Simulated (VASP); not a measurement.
TaN:

```
Ta N
1.0
     2.92177    0.00000    0.00000
    -1.46088    2.53033    0.00000
     0.00000    0.00000    5.91652
Ta N
2 2
Cartesian
  0.0000 0.0000 2.9583
  0.0000 0.0000 0.0000
  0.0000 1.6869 1.4791
  1.4609 0.8434 4.4374
```

The cell comes from a database or a generator and needn't be the stable form of this composition.

* Program: VASP 6.6.1
* Task: relaxation of cell and atoms
* Functional: BLYP
* Potentials or basis: VASP PAW PBE potentials, release 64 (Ta_pv, N)
* Cutoff: 600 eV
* k mesh: 10 × 10 × 5
* Occupations: fermi-dirac, width 0.05 eV
* Spin: no spin polarisation

At the start: pressure 11.7 GPa; volume 10.94 Å³/atom.

Task: Where does the relaxation end?

Result: Over 9 steps the energy falls by 14.3 meV/atom and the volume is 11.34 Å³/atom (+3.7 %); space group P6_3/mmc (No. 194, to 0.05 Å).

Step by step:
| step | energy change (eV) | largest force (eV/Å) | pressure (GPa) | volume (Å³) |
| --- | --- | --- | --- | --- |
| 1 | 0.0000 | 0.0000 | 11.66 | 43.74 |
| 2 | 0.1789 | 0.0000 | -19.38 | 48.98 |
| 3 | -0.0565 | 0.0000 | -0.30 | 45.39 |
| 4 | -0.0565 | 0.0000 | -0.04 | 45.35 |
| 5 | -0.0565 | 0.0000 | 0.17 | 45.31 |
| 6 | -0.0569 | 0.0000 | 0.22 | 45.33 |
| 7 | -0.0570 | 0.0000 | 0.21 | 45.33 |
| 8 | -0.0570 | 0.0000 | -0.27 | 45.40 |
| 9 | -0.0571 | 0.0000 | -0.02 | 45.36 |

Final structure:
```xyz
4
Lattice="2.9608 0.0000 0.0000 -1.4804 2.5641 0.0000 0.0000 0.0000 5.9744" Properties=species:S:1:pos:R:3 pbc="T T T"
Ta   -1.4804    2.5641    2.9872
Ta    0.0000    0.0000    0.0000
N     0.0000    1.7094    1.4936
N     1.4804    0.8547    4.4808
```

Caveat: the PAW data sets were made with another functional, which shifts forces and pressure a little.
